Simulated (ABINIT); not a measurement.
WC (Qusongite) in ABINIT: convergence with boxcutmin

Input of the first run (boxcutmin 1.3); the others differ in this setting and in those tied to it:

Contents of run.abi:

```
# Pseudopotentials
pp_dirpath "./"
pseudos "W.upf, C.upf"

# Structure
acell 3*1.0
rprim
     5.4924889812     0.0000000000     0.0000000000
    -2.7462444906     4.7566349877     0.0000000000
     0.0000000000     0.0000000000     5.3603971251
ntypat 2
znucl 74 6
natom 2
typat 1 2
xred
     0.0000000000     0.0000000000     0.0000000000
     0.6666666667     0.3333333333     0.5000000000

# Plane-wave basis
ecut 41.0

# k points
kptopt 1
ngkpt 10 10 9
nshiftk 1
shiftk 0.0 0.0 0.0

# Exchange and correlation
ixc 11

# Bands and occupations
nband 13
occopt 4
tsmear 0.00367493

# SCF cycle
nstep 100
tolvrs 1.0e-10
boxcutmin 1.3

# Output
iomode 3
prtwf 0
prtden 0
prteig 0
prtebands 0
enunit 1
```

Potentials or basis: PseudoDojo NC SR PBE v0.4 stringent.

Run with:

```bash
$ abinit run.abi > log 2>&1
```

Hardware: 1 thread of Arm Neoverse V2 (shared host).

```csv
boxcutmin,energy less the tightest run (meV/atom),SCF cycles,CPU time (s),peak memory (GiB)
1.3,0.00,10,27,0.08
1.5,0.00,10,27,0.08
1.7,0.00,10,34,0.08
1.85,0.00,10,34,0.08
2,0.00,10,37,0.08
2.3,0.00,11,52,0.09
2.7,0.00,11,73,0.1
```

Against the tightest run, the energy stays within 1 meV/atom from 1.3 on. The tightest run that finished is the yardstick and may itself not be fully converged.

Spin-orbit coupling is left out, which matters for the levels of W.
